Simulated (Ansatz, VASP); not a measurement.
# Ag3As: VASP beside Ansatz

One calculation is typed for both programs; each brings its own data sets. How far apart do they land? The cell is generated by rule, not measured, and may not be a known phase. The cell is taken from a series of runs on this material, whose earlier steps may have relaxed, scaled, displaced or heated it; both programs get it as it stands.

Main program and level: Ansatz 0.2.0; plane waves, with VASP 6.6.1 beside it; relaxation of cell and atoms at PBE.

The structure was built from a prototype and need not be the compound's stable phase.

### 1. The structure

Symmetry: R3m, No. 160, trigonal system. The conventional cell has a = 7.845 Å, b = 7.845 Å, c = 4.426 Å, α = 90.00°, β = 90.00°, γ = 120.00°. As has 9 Ag at 2.73 to 2.94 Å nearest. Ag has 3 As at 2.73 to 2.94 Å and 4 Ag at 2.84 Å nearest. Farther neighbours are not listed.

As a file:

```cif
data_structure
_symmetry_space_group_name_H-M 'P 1'
_symmetry_Int_Tables_number 1
_cell_length_a 4.7635
_cell_length_b 4.7635
_cell_length_c 4.7635
_cell_angle_alpha 110.863
_cell_angle_beta 110.863
_cell_angle_gamma 110.863
_cell_volume 78.63
loop_
_atom_site_label
_atom_site_type_symbol
_atom_site_fract_x
_atom_site_fract_y
_atom_site_fract_z
_atom_site_occupancy
As1 As 0.76879 0.76879 0.76879 1
Ag2 Ag 0.10836 0.49863 0.10836 1
Ag3 Ag 0.10836 0.10836 0.49863 1
Ag4 Ag 0.49863 0.10836 0.10836 1
```

### 2. Ansatz: relaxation of cell and atoms, PBE

Ansatz runs on its default PAW (the set named soft_2) files.

The relaxed volume is the usual yardstick between codes: in a stiff, nearly cubic crystal its relative difference is about their pressure difference at one cell divided by the bulk modulus.

File input.yaml:

```yaml
crystal:
  lattice:
    - [3.9224584714, 2.2646324544, 1.4752375446]
    - [-3.9224584714, 2.2646324544, 1.4752375446]
    - [0.0, -4.5292649087, 1.4752375446]
  atoms:
    - { symbol: As, position: [0.7687875104, 0.7687875104, 0.7687875104] }
    - { symbol: Ag, position: [0.1083603128, 0.4986311987, 0.1083603128] }
    - { symbol: Ag, position: [0.1083603128, 0.1083603128, 0.4986311987] }
    - { symbol: Ag, position: [0.4986311987, 0.1083603128, 0.1083603128] }
kpoints:
  mp_grid: { grid: [12, 12, 12] }
hamiltonian:
  xc: pbe
scf:
  occupations: { method: fixed }
output:
  forces: true
  stress: true
  eigenvalues: true
relax:
  adjacent_minimum: "off"
  f_tol: 0.001
  max_steps: 60
  cell: { stress_tol: 0.01 }
```

Run with:

```bash
> ansatz run input.yaml --threads 4 --pin off --max-ram 7168MiB --backend cpu --events-out ev --progress --plain --runs-dir out
```

Numbers of over 12 decimals in the logs are rounded to 6 here.

The log of the run:

```text
Engine: ansatz 0.2.0, aarch64-unknown-linux-gnu
Pseudopotentials: kind: paw
Pseudopotential: As, paw, valence charge 15, recommended cutoff 420 eV (normal), As.paw.azcp
Pseudopotential: Ag, paw, valence charge 19, recommended cutoff 420 eV (normal), Ag.paw.azcp
Functional definition: PBE
  parameter kappa = 0.804
  parameter beta = 0.066725
  exchange = pbe_x(kappa = kappa, mu = beta*pi^2/3)
  correlation = pbe_c(beta = beta)
Crystal: 4 atoms, lattice volume = 78.627 Å³
Basis set: ecut = 420 eV, 1517 PW (Γ), exchange–correlation on 64×64×64 points (8 copies of the dense FFT grid, shifted against one another)
Bands: 44, of which v1, the nominal top of the filled ones, is band 36 counted from 1 (35 counted from 0)
Symmetry: 6 space group operations
Space group: R3m (ITA 160), of the structure as read, at distance tolerance 4.3e-5 Å
k-points: 189 of 1728 (time reversal used)
Non-local potential: As, projectors of the file, l = 0: 2, l = 1: 2, l = 2: 3, l = 3: 1
Non-local potential: Ag, projectors of the file, l = 0: 3, l = 1: 2, l = 2: 2, l = 3: 1
PAW form: soft (Blöchl's): semilocal exchange-correlation on the pseudo side does not see the compensation charge
PAW one-centre angular grid: As, 590 points (default); XC on 64 Gauss nodes
PAW one-centre angular grid: Ag, 590 points (default); XC on 64 Gauss nodes
Initial density: superposition of atomic densities (neutral atoms: chi_scale 0, normalization atom), corrected by the library's trained network
Initial wavefunctions: pseudopotential atomic-orbital guess
Functional: x = pbe(κ = 0.804, μ = 0.219515), c = pbe(β = 0.066725)
SCF iter   1: F=—  HF=-27627.251064 eV  |F-HF|=—  |Δ(HF+E_count)|=         —  Δρ=2.34e-3  dr2=4.02e-3  ethr=1.77e-3  ⟨swp⟩=4.0  Hψ=23559  notcnv=0  defer=911
preconditioner: auto → Resta (q_TF=auto, 2.689 Å⁻¹)  ε∞=7.7  [insulator: Δε(μ)=0.004 eV  Ē_g=9.993 eV  n_scr=18 (ndim 8)  ℏωp=25.8 eV  f_vac=0.003  ε∞_Penn≈7.7]
SCF iter   2: F=—  HF=-27627.252175 eV  |F-HF|=—  |Δ(HF+E_count)|=   1.11e-3  Δρ=1.38e-3  dr2=1.49e-3  ethr=5.58e-6  ⟨swp⟩=2.2  Hψ=13700  notcnv=0  defer=1130
SCF iter   3: F=—  HF=-27627.252143 eV  |F-HF|=—  |Δ(HF+E_count)|=   3.23e-5  Δρ=2.32e-4  dr2=4.29e-5  ethr=2.06e-6  ⟨swp⟩=2.0  Hψ=11734  notcnv=0  defer=1130
SCF iter   4: F=—  HF=-27627.252136 eV  |F-HF|=—  |Δ(HF+E_count)|=   6.90e-6  Δρ=1.02e-4  dr2=8.21e-6  ethr=5.96e-8  ⟨swp⟩=2.0  Hψ=12368  notcnv=0  defer=603
SCF iter   5: F=—  HF=-27627.252135 eV  |F-HF|=—  |Δ(HF+E_count)|=   9.07e-7  Δρ=3.09e-5  dr2=8.01e-7  ethr=1.14e-8  ⟨swp⟩=2.0  Hψ=12368  notcnv=0  defer=600
SCF iter   6: F=-27627.252135 eV  HF=-27627.252135 eV  |F-HF|=1.19e-8  |Δ(HF+E_count)|=   1.11e-7  Δρ=1.19e-5  dr2=8.67e-8  ethr=1.39e-10  ⟨swp⟩=9.8  Hψ=40281  notcnv=0
SCF 1 converged in 6 iterations: F = -27627.252135 eV  dr2 = 8.67e-8
  greatest PAW one-centre occupation: 1.000 electrons in one spin orbital (limit 2), on the Ag atom at site 2 (counted from 0), in its partial waves of l = 0
relax step   1: F+E_penalty+E_count = -27627.25213535 eV  Δ(F+E_penalty+E_count) = +0.000e0 eV  max|allowed force component| = 5.157e-2 eV/Å  Δτ_max = 0.0000 Å  P = -0.009 GPa  Ω = 78.627 Å³  (6 SCF iters, dr2 threshold 1.00e-7 eV, accepted)
[...]
relax step   4: F+E_penalty+E_count = -27627.25353596 eV  Δ(F+E_penalty+E_count) = -7.920e-4 eV  max|allowed force component| = 5.032e-3 eV/Å  Δτ_max = 0.0231 Å  P = +0.149 GPa  Ω = 78.076 Å³  energy of the carried Pulay correction = +1.893e-4 eV  (10 SCF iters, accepted)
[...]
relax step   5: F+E_penalty+E_count = -27627.25355736 eV  Δ(F+E_penalty+E_count) = -2.140e-5 eV  max|allowed force component| = 2.157e-3 eV/Å  Δτ_max = 0.0005 Å  P = +0.023 GPa  Ω = 78.210 Å³  energy of the carried Pulay correction = +1.432e-4 eV  (4 SCF iters, dr2 threshold 5.82e-8 eV, accepted)
[...]
relax step   6: F+E_penalty+E_count = -27627.25355327 eV  Δ(F+E_penalty+E_count) = +4.088e-6 eV  max|allowed force component| = 2.958e-4 eV/Å  Δτ_max = 0.0007 Å  P = +0.003 GPa  Ω = 78.237 Å³  energy of the carried Pulay correction = +1.336e-4 eV  (5 SCF iters, dr2 threshold 3.53e-9 eV, accepted)
[...]
relax step   7: F+E_penalty+E_count = -27627.25341516 eV  Δ(F+E_penalty+E_count) = +1.381e-4 eV  max|allowed force component| = 3.113e-4 eV/Å  Δτ_max = 0.0000 Å  P = +0.004 GPa  Ω = 78.237 Å³  stress off target by 4.67e-3 GPa  SCF on the basis re-selected at this cell (its energy is not comparable with the rows above)  (6 SCF iters)
basis re-selected at this cell: Δ(F+E_penalty+E_count) = +1.381e-4 eV, ΔP = +0.001 GPa vs the last step (what re-selecting the basis moved, of the pressure what is left beyond the Pulay correction that the steps carried, after the strain that the cell walked since its last selection, with what the two solves' SCF thresholds leave and, on support functions, any second-order correction that the steps lacked; it is no m [...]
SCF converged after 6 iterations
Free energy (F): -27627.253415 eV
Harris-Foulkes:  -27627.253415 eV  (|F-HF|=3.64e-12)
Internal energy: -27627.253415 eV  (E = F + TS)
E sigma→0 (E₀):  -27627.253415 eV
Fermi energy:    13.981077 eV
--- Per-component energies (eV) ---
  E_band       = -1073.818743
  E_kinetic    = 1683.356419
  E_local      = -9083.447016  (includes V_loc(G=0)·N_el)
  E_nonlocal   = -428.777837
  E_hartree    = 4270.722481
  E_xc         = -632.217792
  E_vxc        = -781.769364  (∫ρ·V_xc dr)
  E_paw        = -13542.601362  (= ΣΔE_a)
  E_vpaw       = -1004.626861  (= ΣTr[D̂ρ^β])
  E_aug_tail   = 0.000943  (compensation charges beyond the density's cutoff)
  E_ewald      = -9894.289252
  E_smearing   = -0.000000  (= −TS)
  E_closure    = -0.000000  (closes the sum)
  Σ components = -27627.253415   (vs F -27627.253415, Δ=0.00e0)
--- Forces (eV/Å), atoms counted from 1 ---
  atom   1  As     0.00000000    -0.00000000    -0.00031125
  atom   2  Ag    -0.00022640     0.00013071     0.00010377
  atom   3  Ag    -0.00000000    -0.00026143     0.00010377
  atom   4  Ag     0.00022640     0.00013071     0.00010377
  max |Σ_I F_I| component: 4.86e-8 eV/Å
--- Stress (GPa, compression-positive) ---
        0.003738      -0.000000       0.000000
       -0.000000       0.003738       0.000000
        0.000000       0.000000       0.004668
  P = ⅓ Tr σ = 0.0040 GPa (0.040 kbar)
--- Band table (eV; the first three rows and the last of 189) ---
  k-point 0: bands = [... 32 lower, 10.8344, 12.2700, 13.6441, 13.6441, 14.5266, 18.0455, 18.0455, 18.3801, ... 4 higher]
  k-point 1: bands = [... 32 lower, 10.8344, 12.1198, 13.6086, 13.6477, 14.5834, 17.5016, 17.8896, 18.1170, ... 4 higher]
  k-point 2: bands = [... 32 lower, 10.8249, 11.7875, 13.3905, 13.6515, 14.6500, 16.9181, 17.6392, 17.7786, ... 4 higher]
  k-point 188: bands = [... 32 lower, 10.4264, 11.3122, 11.8869, 11.8869, 13.7017, 13.7017, 19.7443, 19.7443, ... 4 higher]
--- Relaxed structure (6 steps of the walk, 5 accepted, 1 SCFs on fresh bases) ---
  F+E_penalty+E_count = -27627.25341516 eV   max|allowed force component| = 3.113e-4 eV/Å   (the final SCF, on the basis selected at the relaxed cell)
  cell:  # Å, volume = 78.2375 Å³
    - [3.911118, 2.258085, 1.476463]
    - [-3.911118, 2.258085, 1.476463]
    - [7.6310138481949375e-19, -4.516170, 1.476463]
  atoms:
    - { symbol: As, position: [0.761908, 0.761908, 0.761908] }
    - { symbol: Ag, position: [0.110956, 0.500320, 0.110956] }
    - { symbol: Ag, position: [0.110956, 0.110956, 0.500320] }
    - { symbol: Ag, position: [0.500320, 0.110956, 0.110956] }
```

In the SCF lines HF is the Harris–Foulkes energy and dr2 the Hartree energy of the density residual, in eV; the loop may stop once dr2 is under the threshold and the program's other checks hold. Hψ counts applications of the Hamiltonian.

### 3. VASP: relaxation of cell and atoms, PBE

The same cell, functional and mesh now go to VASP, with its own data sets.

Lines of VASP's logs that name or quote its potential files are left out, and so is its time.

File INCAR:

```
SYSTEM = Ag3As
PREC = Accurate
ENCUT = 500
EDIFF = 1E-07
NELM = 120
ISMEAR = 0
SIGMA = 0.01
LREAL = .FALSE.
ALGO = Normal
GGA = PE
NBANDS = 25
LASPH = .TRUE.
LORBIT = 11
LWAVE = .FALSE.
LCHARG = .FALSE.
ISIF = 3
IBRION = 2
NSW = 80
EDIFFG = -0.005
GGA_COMPAT = .FALSE.
NELMIN = 4
KPAR = 2
```

File POSCAR:

```
Ag3As
1.0
    3.9224580000      2.2646320000      1.4752380000
   -3.9224580000      2.2646320000      1.4752380000
    0.0000000000     -4.5292650000      1.4752380000
As Ag
1 3
Direct
    0.7687874206      0.7687874206      0.7687872509
    0.1083603017      0.4986311471      0.1083602436
    0.1083602962      0.1083602962      0.4986310999
    0.4986311471      0.1083603017      0.1083602436
```

File KPOINTS:

```
Automatic mesh
0
Gamma
12 12 12
0 0 0
```

PAW data sets: As and Ag (PBE family, release 64).

Run with:

```bash
> mpirun -np 2 vasp_std
```

The log of the run:

```text
[banner, memory and clock lines left out]
running    2 mpi-ranks, on    1 nodes
 distrk:  each k-point on    1 cores,    2 groups
 distr:  one band on    1 cores,    1 groups

 POSCAR found type information on POSCAR AsAg
 POSCAR found :  2 types and       4 ions
 LDA part: xc-table for (Slater+PW92), standard interpolation
 POSCAR, INCAR and KPOINTS ok, starting setup
 FFT: planning ... GRIDC
 FFT: planning ... GRID_SOFT
 FFT: planning ... GRID
 WAVECAR not read
 entering main loop
       N       E                     dE             d eps       ncg     rms          rms(c)
DAV:   1     0.214954007108E+03    0.21495E+03   -0.18506E+04  9450   0.139E+03
DAV:   2    -0.749592359543E+01   -0.22245E+03   -0.21488E+03  9967   0.301E+02
DAV:   3    -0.131925754930E+02   -0.56967E+01   -0.56479E+01 11007   0.496E+01
DAV:   4    -0.132256207679E+02   -0.33045E-01   -0.33020E-01 10199   0.377E+00
DAV:   5    -0.132258889920E+02   -0.26822E-03   -0.26821E-03 11088   0.355E-01    0.845E+00
DAV:   6    -0.123183912676E+02    0.90750E+00   -0.37962E+00 10533   0.181E+01    0.653E+00
DAV:   7    -0.123100825960E+02    0.83087E-02   -0.18088E-01  9759   0.277E+00    0.360E+00
DAV:   8    -0.122977779108E+02    0.12305E-01   -0.19000E-02  9849   0.701E-01    0.250E-01
DAV:   9    -0.122969836904E+02    0.79422E-03   -0.24585E-03 10071   0.413E-01    0.916E-02
DAV:  10    -0.122969860984E+02   -0.24080E-05   -0.66429E-04  9992   0.117E-01    0.344E-02
DAV:  11    -0.122969833802E+02    0.27182E-05   -0.50502E-05  9815   0.437E-02    0.748E-03
DAV:  12    -0.122969844411E+02   -0.10609E-05   -0.27992E-06 10443   0.118E-02    0.371E-03
DAV:  13    -0.122969840703E+02    0.37085E-06   -0.26368E-07  7087   0.393E-03    0.475E-04
DAV:  14    -0.122969840459E+02    0.24385E-07   -0.47670E-08  4911   0.129E-03
   1 F= -.12296984E+02 E0= -.12296975E+02  d E =-.122970E+02
[...]
2 F= -.12297042E+02 E0= -.12297033E+02  d E =-.581940E-04
[...]
3 F= -.12297057E+02 E0= -.12297048E+02  d E =-.729842E-04
[...]
4 F= -.12297104E+02 E0= -.12297095E+02  d E =-.469417E-04
[...]
5 F= -.12297178E+02 E0= -.12297169E+02  d E =-.121434E-03
[...]
6 F= -.12297181E+02 E0= -.12297173E+02  d E =-.124468E-03
 curvature:  -2.69 expect dE=-0.767E-04 dE for cont linesearch -0.133E-07
 trial: gam= 0.73144 g(F)=  0.176E-05 g(S)=  0.268E-04 ort = 0.776E-06 (trialstep = 0.122E+01)
 search vector abs. value=  0.950E-04
 bond charge predicted
       N       E                     dE             d eps       ncg     rms          rms(c)
DAV:   1    -0.122977409177E+02   -0.55933E-03   -0.21272E-02  9506   0.105E+00    0.164E-01
DAV:   2    -0.122972156833E+02    0.52523E-03   -0.23102E-03  9812   0.449E-01    0.550E-02
DAV:   3    -0.122972026853E+02    0.12998E-04   -0.63471E-05 10277   0.486E-02    0.352E-02
DAV:   4    -0.122972013510E+02    0.13343E-05   -0.15515E-05  9692   0.203E-02    0.736E-03
DAV:   5    -0.122972017471E+02   -0.39609E-06   -0.27257E-06  9705   0.120E-02    0.391E-03
DAV:   6    -0.122972020429E+02   -0.29577E-06   -0.51566E-07  9889   0.604E-03    0.110E-03
DAV:   7    -0.122972020430E+02   -0.14552E-09   -0.32827E-08  4800   0.879E-04
   7 F= -.12297202E+02 E0= -.12297193E+02  d E =-.205453E-04
 trial-energy change:   -0.000021  1 .order   -0.000018   -0.000036   -0.000001
 step:   1.2566(harm=  1.2689)  dis= 0.00064  next Energy=   -12.297202 (dE=-0.206E-04)
 reached required accuracy - stopping structural energy minimisation
```

OUTCAR, selected parts (step 3):

```text
ion  position               nearest neighbor table
   1  0.769  0.769  0.769-   4 2.73   2 2.73   3 2.73   3 2.83   2 2.83   4 2.83   4 2.94   2 2.94
                             3 2.94
   2  0.108  0.499  0.108-   1 2.73   1 2.83   4 2.84   4 2.84   3 2.84   3 2.84   1 2.94   4 3.06
                             3 3.06
   3  0.108  0.108  0.499-   1 2.73   1 2.83   2 2.84   4 2.84   2 2.84   4 2.84   1 2.94   4 3.06
                             2 3.06
   4  0.499  0.108  0.108-   1 2.73   1 2.83   2 2.84   2 2.84   3 2.84   3 2.84   1 2.94   2 3.06
                             3 3.06

  LATTYP: Found a trigonal (rhomboedric) cell.
 ALAT       =     4.7634618291
 COS(alpha) =    -0.3561300122

 Subroutine GETGRP returns: Found  6 space group operations
 (whereof  6 operations were pure point group operations)

The static configuration has the point symmetry C_3v.

 Found    189 irreducible k-points:

   k-points           NKPTS =    189   k-points in BZ     NKDIM =    189   number of bands    NBANDS=     25

   dimension x,y,z NGX =    36 NGY =   36 NGZ =   36
   dimension x,y,z NGXF=    72 NGYF=   72 NGZF=   72

   ENCUT  =  500.0 eV  36.75 Ry    6.06 a.u.   8.68  8.68  8.68*2*pi/ulx,y,z

   NELECT =      38.0000    total number of electrons

 k-points in reciprocal lattice and weights: Automatic mesh
   0.00000000  0.00000000  0.00000000       0.001
   0.08333333 -0.00000000 -0.00000000       0.003
   0.16666667 -0.00000000 -0.00000000       0.003
   0.25000000  0.00000000 -0.00000000       0.003
   0.33333333  0.00000000  0.00000000       0.003
   0.41666667  0.00000000 -0.00000000       0.003
   0.50000000  0.00000000 -0.00000000       0.002
   0.08333333  0.08333333 -0.00000000       0.003
   0.16666667  0.08333333  0.00000000       0.007
[...]
-0.41666667  0.50000000  0.41666667       0.003
   0.50000000  0.50000000  0.50000000       0.001

 average (electrostatic) potential at core
       1 -48.2656       2 -72.5852       3 -72.5852       4 -72.5852

 E-fermi :   6.5568

 k-point     1 :       0.0000    0.0000    0.0000
  band No.  band energies     occupation
    ...
     15       2.8450      2.00000
     16       3.4748      2.00000
     17       4.9477      2.00000
     18       6.2834      2.00000
     19       6.2834      2.00000
     20       7.2721      0.00000
     21      10.7692      0.00000
     22      10.7692      0.00000
     23      10.9887      0.00000
     24      11.1812      0.00000
    ...

 k-point     2 :       0.0833   -0.0000   -0.0000
  band No.  band energies     occupation
    ...
     15       2.8501      2.00000
     16       3.4748      2.00000
     17       4.8001      2.00000
     18       6.2579      2.00000
     19       6.2887      2.00000
     20       7.3051      0.00000
     21      10.2221      0.00000
     22      10.5872      0.00000
     23      10.7433      0.00000
     24      11.4169      0.00000
    ...

 k-point     3 :       0.1667   -0.0000   -0.0000
  band No.  band energies     occupation
    ...
     15       2.8692      2.00000
     16       3.4653      2.00000
     17       4.4733      2.00000
     18       6.0440      2.00000
     19       6.2963      2.00000
     20       7.3455      0.00000
     21       9.6298      0.00000
     22      10.3211      0.00000
     23      10.4072      0.00000
     24      11.9383      0.00000
    ...

  Total       -0.0065289     -0.0065289      0.0173901     -0.0000000     -0.0000000      0.0000000
  in kB       -0.1333536     -0.1333536      0.3551944     -0.0000000     -0.0000001      0.0000000
  external PRESSURE =       0.0294957 kB  Pullay stress =       0.0000000 kB

  energy-cutoff  :      500.00
  volume of cell :       78.44
      direct lattice vectors                 reciprocal lattice vectors
     3.924375552  2.265739101  1.470333104     0.127408805  0.073559503  0.226706015
    -3.924375552  2.265739101  1.470333104    -0.127408805  0.073559503  0.226706015
     0.000000000 -4.531479198  1.470333098     0.000000000 -0.147119006  0.226705965

 POSITION                                       TOTAL-FORCE (eV/Angst)
 -----------------------------------------------------------------------------------
      0.00000      0.00000      3.38202        -0.000000      0.000000     -0.004337
     -1.53025      0.88349      1.05484        -0.000924      0.000534      0.001446
      0.00000     -1.76698      1.05484         0.000000     -0.001067      0.001446
      1.53025      0.88349      1.05484         0.000924      0.000534      0.001446
 -----------------------------------------------------------------------------------
    total drift:                               -0.000000     -0.000318      0.000594

  FREE ENERGIE OF THE ION-ELECTRON SYSTEM (eV)
  ---------------------------------------------------
  free  energy   TOTEN  =       -12.2972020430 eV

  energy  without entropy=      -12.2971841419  energy(sigma->0) =      -12.29719309

 reached required accuracy - stopping structural energy minimisation

 total charge
# of ion       s       p       d       tot
------------------------------------------
    1        1.263   1.363   0.036   2.662
    2        0.384   0.264   9.184   9.833
    3        0.384   0.264   9.184   9.833
    4        0.384   0.264   9.184   9.833
--------------------------------------------------
tot          2.416   2.156  27.588  32.160

[... 3 further parts left out ...]
```

### 4. Side by side

Known differences besides the potentials themselves: fixed occupations in Ansatz, narrow Gaussian smearing in VASP; the data sets hold 72 valence electrons in Ansatz (on its default PAW (the set named soft_2) files) and 38 in VASP; the cutoff is 420 eV in Ansatz and 500 eV in VASP; Ansatz adds a Pulay correction to the stress that steers its cell, VASP none. Total energies have different zeros and are not compared.

Compared:

| quantity | Ansatz | VASP | difference |
| --- | --- | --- | --- |
| volume (Å³) | 78.24 | 78.44 | -0.26 % |
| edge a after relaxation, in the typed setting (Å) | 4.751 | 4.764 | -0.27 % |

### 5. Outcome

| Item | Value |
| --- | --- |
| difference in edge a after relaxation, in the typed setting (relaxation of cell and atoms, PBE) | -0.27 % |

What this shows: The difference in edge a after relaxation, in the typed setting is -0.27 % (relaxation of cell and atoms, PBE), within the 1.2 % picked in this series as the mark of a large difference, as far as the stopping tolerances let one tell. The data sets hold unlike numbers of valence electrons (72 in Ansatz and 38 in VASP), so part of the differences comes from the potentials. 1 further run of this series is not shown here. How closely two codes agree says nothing of how well the functional describes the real material.

[Lines on the potential files, build, host, timing and source positions are cut from VASP's logs without a mark.]

[Logs are printed without paths, hosts, clocks, repeated set-up lines and the standing remarks that a program may print on its own settings, such as how far it seeks lower states.]

[Hosts, paths, dates, database ids (printed as entryN), source tags and the programs' standing remarks are cut or masked in the printed files.]
